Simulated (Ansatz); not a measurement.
**Ionic part of the dielectric constant of AlN at -3 GPa, mode by mode**

All numbers below come from Ansatz, DFT PBEsol, scalar-relativistic, plane waves, PAW. Settings: 420 eV plane-wave cutoff, Γ-centred 10×10×10 mesh, fixed occupations. No spin polarisation. Phonons by linear response, acoustic sum rule imposed.

The structure is cubic, space group F-43m (No. 216). The conventional cell has a = 4.400 Å, b = 4.400 Å, c = 4.400 Å, α = 90.00°, β = 90.00°, γ = 90.00°. Around Al (site symmetry -43m) lie 4 N at 1.91 Å. N (site symmetry -43m) has 4 Al at 1.91 Å as nearest neighbours.

The primitive cell has V = 21.30 Å³ and ε∞,xx = 4.676. Each polar mode adds Δε = (4.92064×10⁷/V)·S/ν² along x, with S its oscillator strength in e²/amu, ν in cm⁻¹ and V in Å³.

Task: From these modes, find each Δε and ε0,xx.
```
ν (cm⁻¹) S_xx (e²/amu)
   634.2         0.7052
```

Result:
```csv
ν (cm⁻¹),Δε
634.2,4.05
```

The sum is 4.051, so ε0,xx = 8.73; the run's tensor has 8.73.

Task: Where do the longitudinal modes lie for a wave vector along x?

Result: At 866 cm⁻¹. The Lyddane–Sachs–Teller product Π(ν_LO/ν_TO)² = 1.87 matches ε0/ε∞ = 1.87.

This zinc-blende form isn't the usual stable structure of the compound at low pressure.

Cost: 1 run of about 0.22 core-minutes, on Intel Xeon 6975P-C (Granite Rapids) (shared hosts).